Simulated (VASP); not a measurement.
Set up this calculation in VASP 6.6.1, as the native input.

* Task: single point
* Functional: HSE06
* Potentials or basis: VASP PAW PBE potentials, release 64 (Pt, Se)
* Cutoff: 450 eV
* k mesh: 4 × 2 × 3
* Occupations: gaussian, width 0.05 eV
* Spin: collinear spin, ferromagnetic start
* Starting moments: [0.5, 0.5, 0.0, 0.0, 0.0, 0.0] μB
* Grid for exact exchange (PRECFOCK): Fast
* Screening parameter: 0.2 1/A
* Further INCAR settings: ALGO = Normal; EDIFF = 1e-06

The system is PtSe2.

```
Pt Se
1.0
     3.72400    0.00000    0.00000
    -3.72400    6.45016    0.00000
     0.00000    0.00000    5.06200
Pt Se
2 4
Cartesian
  0.0000 0.0000 0.0000
  -1.8620 3.2251 0.0000
  0.0000 2.1501 1.2655
  1.8620 1.0750 3.7965
  -1.8620 5.3751 1.2655
  0.0000 4.3001 3.7965
```

The input as run:

POSCAR

```
PtSe2
1.0
    3.7240002900      0.0000000000      0.0000000000
   -3.7240003000      6.4501577200      0.0000000000
    0.0000000000      0.0000000000      5.0619995800
Pt Se
2 4
Direct
    0.0000000000      0.0000000000      0.0000000000
    0.0000000000      0.5000000000      0.0000000000
    0.3333333333      0.3333333334      0.2500000000
    0.6666666667      0.1666666666      0.7500000000
    0.3333333333      0.8333333333      0.2500000000
    0.6666666667      0.6666666666      0.7500000000
```

INCAR.step1

```
SYSTEM = PtSe2
PREC     = Accurate       ! precision mode
ENCUT    = 450            ! plane-wave cutoff, eV
EDIFF    = 1E-5           ! SCF threshold, eV
ISMEAR   = 0              ! smearing method
SIGMA    = 0.05           ! smearing width, eV
LREAL    = .FALSE.        ! projectors in reciprocal space
LASPH    = .TRUE.         ! aspherical terms in the spheres
NELM     = 60             ! most SCF steps
ALGO     = Normal         ! electronic algorithm
ISIF     = 2              ! what is computed and relaxed
LWAVE    = .TRUE.         ! write WAVECAR
LCHARG   = .FALSE.        ! write CHGCAR
ISPIN    = 2              ! spin polarisation
MAGMOM   = 0.5 0.5 0 0 0 0 ! initial moments
LORBIT   = 11             ! projections on sites
LMAXMIX  = 4              ! l up to which the mixer works
GGA      = PE             ! functional
```

INCAR.step2

```
SYSTEM = PtSe2
PREC     = Accurate       ! precision mode
ENCUT    = 450            ! plane-wave cutoff, eV
EDIFF    = 1E-6           ! SCF threshold, eV
ISMEAR   = 0              ! smearing method
SIGMA    = 0.05           ! smearing width, eV
LREAL    = .FALSE.        ! projectors in reciprocal space
LASPH    = .TRUE.         ! aspherical terms in the spheres
NELM     = 60             ! most SCF steps
ALGO     = Normal         ! electronic algorithm
ISIF     = 2              ! what is computed and relaxed
LWAVE    = .FALSE.        ! write WAVECAR
LCHARG   = .FALSE.        ! write CHGCAR
ISPIN    = 2              ! spin polarisation
MAGMOM   = 0.5 0.5 0 0 0 0 ! initial moments
LORBIT   = 11             ! projections on sites
LMAXMIX  = 4              ! l up to which the mixer works
GGA      = PE             ! functional
LHFCALC  = .TRUE.         ! exact exchange
HFSCREEN = 0.2            ! screening, 1/A
PRECFOCK = Fast         
ISTART   = 1
```

KPOINTS

```
Automatic mesh
0
G
  4 2 3
  0 0 0
```

Potentials or basis: VASP PAW PBE potentials, release 64 (Pt, Se).

Command:

```bash
$ cat potpaw_PBE.64/Pt/POTCAR potpaw_PBE.64/Se/POTCAR > POTCAR
$ cp INCAR.step1 INCAR
$ mpirun -np 1 vasp_std > vasp.out
$ cp INCAR.step2 INCAR
$ mpirun -np 1 vasp_std > vasp.out
```

It gave:

| Property | Result |
| --- | --- |
| Pressure | 2.3 GPa |
| Largest force | 0.056 eV/Å |
| Band gap on the k mesh | none (metal or under the smearing width) |
| Net moment | 0.00 μB per cell |
| Valence electrons inside the program's atomic spheres | Pt 9.53; Se 3.84 |

Caveat: the k mesh is coarse (spacing up to 0.49 Å⁻¹), so the values aren't converged, least of all with exact exchange; the PAW data sets were made with another functional, which shifts forces and pressure a little.

Wall time 18 min on 1 thread of AMD EPYC 9R45 96-Core Processor (Zen 5), with other jobs on the host, peak memory 0.37 GiB.
